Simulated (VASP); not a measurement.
Crystal: BeTe.

```xyz
2
Lattice="0.0000 2.7700 2.7700 2.7700 0.0000 2.7700 2.7700 2.7700 0.0000" Properties=species:S:1:pos:R:3 pbc="T T T"
Te    4.1550    4.1550    4.1550
Be    0.0000    0.0000    0.0000
```

* Program: VASP 6.6.1
* Task: relaxation of cell and atoms
* Functional: HSEsol
* Potentials or basis: VASP PAW PBE potentials, release 64 (Te, Be)
* Cutoff: 600 eV
* k mesh: 4 × 4 × 4
* Occupations: fermi-dirac, width 0.05 eV
* Spin: no spin polarisation

At the start: pressure 2.4 GPa; volume 21.25 Å³/atom.

Task: Where does the relaxation end?

Result: Over 3 steps the energy falls by 5.7 meV/atom and the volume is 22.03 Å³/atom (+3.7 %); space group F-43m (No. 216, to 0.05 Å).

Step by step:
```tsv
step	energy change (eV)	largest force (eV/Å)	pressure (GPa)	volume (Å³)
1	0.0000	0.0000	2.43	42.51
2	-0.0106	0.0000	-0.63	44.52
3	-0.0115	0.0000	0.00	44.06
```

Final structure:
```
CELL_PARAMETERS angstrom
0.00000 2.80340 2.80340
2.80340 0.00000 2.80340
2.80340 2.80340 0.00000
ATOMIC_POSITIONS crystal
Te 0.75000 0.75000 0.75000
Be 0.00000 0.00000 0.00000
```

Caveat: the k mesh is coarse (spacing up to 0.49 Å⁻¹), so the values aren't converged, least of all with exact exchange; the PAW data sets were made with another functional, which shifts forces and pressure a little.
